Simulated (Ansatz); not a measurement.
# A series in volume per atom on V2O5

Results calculated with Ansatz 0.2.0 development build, not measured. Equation of state of a cubic crystal from periodic Kohn-Sham density functional theory without spin; pressure corrected for the finite basis.

Cell of the first row (space group Pn-3m, No. 224):
```
cell vectors (Å)
   4.8307     0.0000     0.0000
   0.0000     4.8307     0.0000
   0.0000     0.0000     4.8307
atoms (fractions of the cell vectors)
V   0.00000  0.00000  0.00000
V   0.50000  0.50000  0.00000
V   0.50000  0.00000  0.50000
V   0.00000  0.50000  0.50000
O   0.50000  0.00000  0.00000
O   0.00000  0.50000  0.00000
O   0.00000  0.00000  0.50000
O   0.50000  0.50000  0.50000
O   0.75000  0.75000  0.25000
O   0.75000  0.25000  0.75000
O   0.25000  0.75000  0.75000
O   0.75000  0.25000  0.25000
O   0.25000  0.75000  0.25000
O   0.25000  0.25000  0.75000
```

Settings of every row: formula V2O5; structure type cubic X2O5; functional PBE; spin treatment none; k mesh 22x22x22; occupation method fermi-dirac; occupation width 0.061225619 eV; wave cutoff 420 eV; datasets soft-1 PAW; density cutoff ratio 4.

Limits: a cubic model structure, not a phase known at ambient conditions; no spin polarisation, a magnetic state may lie lower.

```csv
row,volume per atom (Å³),pressure (GPa),energy above lowest point (meV/atom)
1,8.052,16.385,24.93
2,8.223,?,?
3,8.395,4.907,2.6
4,8.566,0.04,0
5,8.738,-4.326,2.34
6,8.909,-8.242,9.09
7,9.08,-11.754,19.81
```

Question: what pressure and energy above lowest point should row 2 give?

Worked fit of pressure. Take u = (V_r/V)^(2/3) − 1 with V_r = 8.652 Å³ an atom, which is twice the finite (Eulerian) strain; such expansions in the strain, on which the Birch-Murnaghan equation of state is built, carry the rest volume and the bulk modulus. The shown rows have u = 0.04908, 0.02031, 0.00668, -0.00657, -0.01933, -0.03168. Least squares give pressure = −2.2008 + 330.304 × u + 938.63 × u² + 963.6 × u³ GPa; a parabola predicts inner rows, each left out in turn, worse (root mean square 0.02 against 0.011 GPa). The rows lie off it by 0.000, 0.004, -0.008, 0.005, 0.000, -0.001 (root mean square 0.0042 GPa). The pressure vanishes at u = 0.0065, or V = 8.568 Å³ an atom, and there the bulk modulus at fixed shape and fractions is B = −V dP/dV = (2/3)(1 + u) dP/du = 230 GPa. The withheld row has u = 0.03448, so the fit gives −2.2008 + 330.304 × (0.03448) + 938.63 × (0.03448)² + 963.6 × (0.03448)³ = 10.343 GPa.

The calculation gave 10.333 GPa. The fit lies 0.010 GPa (0.036 % of the column's range) above it; its largest miss of a shown row is 0.008 GPa.

Worked fit of energy above lowest point. Take u = (V_r/V)^(2/3) − 1 with V_r = 8.652 Å³ an atom, which is twice the finite (Eulerian) strain; such expansions in the strain, on which the Birch-Murnaghan equation of state is built, carry the rest volume and the bulk modulus. The shown rows have u = 0.04908, 0.02031, 0.00668, -0.00657, -0.01933, -0.03168. Least squares give energy above lowest point = 0.581 − 178.08 × u + 13615.7 × u² + 2464 × u³ meV/atom; a parabola predicts inner rows, each left out in turn, worse (root mean square 0.049 against 0.0039 meV/atom). All shown rows lie on it to the printed digit. Its lowest point lies at u = 0.0065, or V = 8.568 Å³ an atom, and the curvature there gives the bulk modulus at fixed shape and fractions, B = (4/9)(1 + u)² E″(u)/V = 230 GPa. The withheld row has u = 0.03448, so the fit gives 0.581 − 178.08 × (0.03448) + 13615.7 × (0.03448)² + 2464 × (0.03448)³ = 10.73 meV/atom.

The calculation gave 10.7 meV/atom. The fit lies 0.03 meV/atom (0.12 % of the column's range) above it; its largest miss of a shown row is 0.00 meV/atom.
